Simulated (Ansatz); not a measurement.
Runs of Ansatz 0.2.0 on K. All rows change the cell; the cell of one of them follows. The cell holds a slab with vacuum, 5 atoms: a = 4.762 Å, b = 4.762 Å, c = 30.660 Å, α = 90.00°, β = 90.00°, γ = 120.00°. 

```tsv
task	level	potentials or basis	cell	k mesh	cutoff (eV)	smearing	driver	boundary along the surface normal	path	points for each segment of the path	optimizer	mesh quality	gap on the mesh (eV)	largest force (eV/Å)	work function (eV)
band structure	PBE	Ansatz PAW accurate	the (0 0 1) slab of K, cut from the database cell, not relaxed	4 × 4 × 1	420	tetrahedron	chain	images	[["G", "M", "K", "G"]]	14	-	coarse	none	0.07	-
relaxation of the atoms	BPBE+D4	SSSP precision PAW	atoms relaxed from: the (0 0 1) slab of K, cut from the database cell, not relaxed	6 × 6 × 1	816	fermi-dirac 0.1 eV	calculator	dipole_correction	-	-	LBFGS	not flagged	-	-	(a)
relaxation of the atoms	PBE	SSSP precision PAW	atoms relaxed from: the (0 0 1) slab of K, cut from the database cell, not relaxed	7 × 7 × 1	816	methfessel-paxton 0.1 eV	calculator	dipole_correction	-	-	FIRE	not flagged	-	-	2.45
band structure	PBE	Ansatz PAW earlier set	the (0 0 1) slab of K, cut from the database cell, not relaxed	4 × 4 × 1	420	tetrahedron	-	images	[["G", "M", "K", "G"]]	14	-	coarse	none	0.07	-
```

Alike in all rows: no spin polarisation.

Problem. Fill in the values left out.

Solution. (a) 2.32.

Caveats: some runs use coarse meshes; with tetrahedron occupations forces and stress needn't match the slope of the energy (some runs); the potentials were made for another functional, which shifts forces and pressure (some runs); the dispersion damping was fitted for another functional or another form of the correction (some runs).

A gap of «none» marks a metal or a gap under the smearing width.
